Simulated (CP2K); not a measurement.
**Al under changes of volume**

One of the cells (16.603 Å³/atom); the others are scaled copies at fixed shape and fractional positions:

```
Al
1.0
     2.86351    0.00000    0.00000
     1.43175    2.47987    0.00000
     1.43175    0.82662    2.33804
Al
1
Direct
  0.00000 0.00000 0.00000
```

* Program: CP2K 2026.2
* Functional: PBE
* Potentials or basis: POTENTIAL_UZH Al GTH-PBE-q3; TZVP-MOLOPT-PBE-GTH basis
* Density cutoff: 6123 eV
* k mesh: 11 × 11 × 11
* Occupations: fermi-dirac, width 0.05 eV
* Spin: no spin polarisation

| volume (Å³/atom) | energy over the lowest point (meV/atom) | pressure (GPa) |
| --- | --- | --- |
| 15.607 | ? | ? |
| 15.939 | 3.96 | 2.7 |
| 16.271 | 0.21 | 0.9 |
| 16.603 | 0.00 | -0.7 |
| 16.935 | 2.98 | -2.2 |
| 17.267 | 8.82 | -3.5 |
| 17.599 | 17.23 | -4.6 |

Q: What does the run at 15.607 Å³/atom give?

A: Energy over the lowest point 11.65 meV/atom; pressure 4.7 GPa.

Worked out: A Birch-Murnaghan fit of order 3 (a polynomial in V^(-2/3)) to the other rows has its minimum at 16.46 Å³/atom with B0 = V·E''(V) = 80 GPa and B' = 4.3. It gives 11.66 meV/atom at 15.607 Å³/atom, against the run's 11.65, and -dE/dV = 4.7 GPa, against 4.7.

Energies are extrapolated to zero smearing.

Caveats: the basis of atomic orbitals isn't converged, which shifts pressures, moduli and gaps.
